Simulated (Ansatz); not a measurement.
A plane-wave DFT run in Ansatz 0.2.0 (scalar-relativistic PAW potentials unless the input names others): input and command.

```yaml
crystal:
  lattice:
    - [15.1, 0.0, 0.0]
    - [0.0, 11.5, 0.0]
    - [0.0, 0.0, 3.0397026602]
  atoms:
    - { symbol: Ti, position: [0.5, 0.5861902225, 0.0] }
    - { symbol: C, position: [0.6016187862, 0.5973820117, 0.5] }
    - { symbol: Ti, position: [0.3988048864, 0.4055260546, 0.5] }
    - { symbol: C, position: [0.308646304, 0.4200471446, 0.0] }
    - { symbol: C, position: [0.691353696, 0.4200471446, 0.0] }
    - { symbol: Ti, position: [0.6011951136, 0.4055260546, 0.5] }
    - { symbol: C, position: [0.5, 0.4020556962, 0.0] }
    - { symbol: Ti, position: [0.3093009499, 0.5829218297, 0.0] }
    - { symbol: Ti, position: [0.6906990501, 0.5829218297, 0.0] }
    - { symbol: C, position: [0.3983812138, 0.5973820117, 0.5] }
basis:
  ecutwfc: 420
kpoints:
  mp_grid: { grid: [1, 1, 18] }
hamiltonian:
  xc: pbe
scf:
  occupations: { method: gaussian, width: 0.05 }
  n_extra_bands: 16
output:
  forces: true
  eigenvalues: true
  stress: true
```

```bash
ansatz run input.yaml --threads 4 --pin off --max-ram 11264MiB --backend cpu --events-out ev --progress --plain --runs-dir out
```

Abridged log:
```
scf.n_extra_bands = 16 over 40 filled bands (N_el = 80.0): the run solves 56 bands
Pseudopotentials: kind: paw
Pseudopotential: Ti, paw, valence charge 12, recommended cutoff 420 eV (normal)
Pseudopotential: C, paw, valence charge 4, recommended cutoff 420 eV (normal)
Functional definition: PBE
Crystal: 10 atoms, lattice volume = 527.844 Å³
Basis set: ecut = 420 eV, 10271 PW (Γ), exchange–correlation on 216×160×48 points (8 copies of the dense FFT grid, shifted against one another)
Bands: 56, of which v1, the nominal top of the filled ones, is band 40 counted from 1 (39 counted from 0)
Symmetry: 4 space group operations
Space group: Pmm2 (ITA 25), of the structure as read, at distance tolerance 8.1e-5 Å
k-points: 10 of 18
Initial density: superposition of atomic densities (neutral atoms: chi_scale 0, normalization atom), corrected by the library's trained network
Initial wavefunctions: pseudopotential atomic-orbital guess
Functional: x = pbe(κ = 0.804, μ = 0.21951497), c = pbe(β = 0.06672455)
SCF iter   1: F=—  HF=-13749.238958 eV  |F-HF|=—  |Δ(HF+E_count)|=         —  Δρ=5.51e-3  dr2=6.35e-1  ethr=1.77e-3  ⟨swp⟩=7.4  Hψ=2501  notcnv=0  defer=7
SCF iter   2: F=—  HF=-13749.184695 eV  |F-HF|=—  |Δ(HF+E_count)|=   5.43e-2  Δρ=3.38e-3  dr2=9.35e-2  ethr=7.93e-4  ⟨swp⟩=2.6  Hψ=884  notcnv=0  defer=91
SCF iter   3: F=—  HF=-13749.192232 eV  |F-HF|=—  |Δ(HF+E_count)|=   7.54e-3  Δρ=1.77e-3  dr2=5.14e-2  ethr=1.17e-4  ⟨swp⟩=2.0  Hψ=738  notcnv=0  defer=91
SCF iter   4: F=—  HF=-13749.191240 eV  |F-HF|=—  |Δ(HF+E_count)|=   9.92e-4  Δρ=6.97e-4  dr2=9.61e-3  ethr=6.42e-5  ⟨swp⟩=2.0  Hψ=692  notcnv=0  defer=91
SCF iter   5: F=—  HF=-13749.190829 eV  |F-HF|=—  |Δ(HF+E_count)|=   4.11e-4  Δρ=2.82e-4  dr2=6.57e-4  ethr=1.20e-5  ⟨swp⟩=2.0  Hψ=607  notcnv=0  defer=91
SCF iter   6: F=—  HF=-13749.191264 eV  |F-HF|=—  |Δ(HF+E_count)|=   4.35e-4  Δρ=9.71e-5  dr2=4.63e-5  ethr=8.22e-7  ⟨swp⟩=2.0  Hψ=679  notcnv=0  defer=91
SCF iter   7: F=—  HF=-13749.191497 eV  |F-HF|=—  |Δ(HF+E_count)|=   2.33e-4  Δρ=3.97e-5  dr2=1.14e-5  ethr=5.78e-8  ⟨swp⟩=2.6  Hψ=822  notcnv=0  defer=91
SCF iter   8: F=—  HF=-13749.191519 eV  |F-HF|=—  |Δ(HF+E_count)|=   2.23e-5  Δρ=1.42e-5  dr2=1.34e-6  ethr=1.43e-8  ⟨swp⟩=2.3  Hψ=631  notcnv=0  defer=91
SCF iter   9: F=—  HF=-13749.191523 eV  |F-HF|=—  |Δ(HF+E_count)|=   3.59e-6  Δρ=7.57e-6  dr2=6.30e-7  ethr=1.68e-9  ⟨swp⟩=2.6  Hψ=739  notcnv=0  defer=91
SCF iter  10: F=—  HF=-13749.191523 eV  |F-HF|=—  |Δ(HF+E_count)|=   4.77e-7  Δρ=4.57e-6  dr2=2.28e-7  ethr=7.88e-10  ⟨swp⟩=2.0  Hψ=628  notcnv=0  defer=91
SCF iter  11: F=-13749.191524 eV  HF=-13749.191524 eV  |F-HF|=6.77e-8  |Δ(HF+E_count)|=   3.02e-7  Δρ=1.55e-6  dr2=2.07e-8  ethr=1.25e-10  ⟨swp⟩=17.7  Hψ=2951  notcnv=0
SCF 1 converged in 11 iterations: F = -13749.191524 eV  dr2 = 2.07e-8
SCF converged after 11 iterations
Free energy (F): -13749.191524 eV
Harris-Foulkes:  -13749.191524 eV  (|F-HF|=6.77e-8)
Internal energy: -13749.180751 eV  (E = F + TS)
E sigma→0 (E₀):  -13749.186137 eV
Entropy (-TS):   -0.010773 eV (-1.077 meV/atom)
Fermi energy:    0.028653 eV
--- Forces (eV/Å), atoms counted from 1 ---
  atom   1  Ti     0.00000000     0.00069470     0.00000000
  atom   2  C      0.00037038    -0.00043283     0.00000000
  atom   3  Ti    -0.00703650     0.00076904     0.00000000
  atom   4  C      0.00478061    -0.00067706     0.00000000
  atom   5  C     -0.00478061    -0.00067706     0.00000000
  atom   6  Ti     0.00703650     0.00076904     0.00000000
  atom   7  C      0.00000000     0.00150163     0.00000000
  atom   8  Ti     0.00089371    -0.00087812     0.00000000
  atom   9  Ti    -0.00089371    -0.00087812     0.00000000
  atom  10  C     -0.00037038    -0.00043283     0.00000000
--- Stress (GPa, compression-positive) ---
        0.037292       0.000000       0.000000
        0.000000      -0.017962       0.000000
        0.000000       0.000000      -0.011175
  P = ⅓ Tr σ = 0.0027 GPa (0.027 kbar)
```

Apart from outputs and the relaxation, which only the reference makes, the input differs from a reference run on usual settings in scf.n_extra_bands: not typed → 16. The reference, at the same geometry, ended its own course with pressure 0.00 GPa (averaged over a cell that holds vacuum), largest force 0.007 eV/Å, gap on the mesh 0.05 eV. This run converged in 11 SCF iterations with an energy at zero smearing within 0.01 meV/atom of the reference's, pressure 0.00 GPa (averaged over a cell that holds vacuum), largest force 0.007 eV/Å, gap on the mesh 0.05 eV.

The run took 11 s on 4 threads of Arm Neoverse V1, with other jobs on the host, peak memory 1 GiB.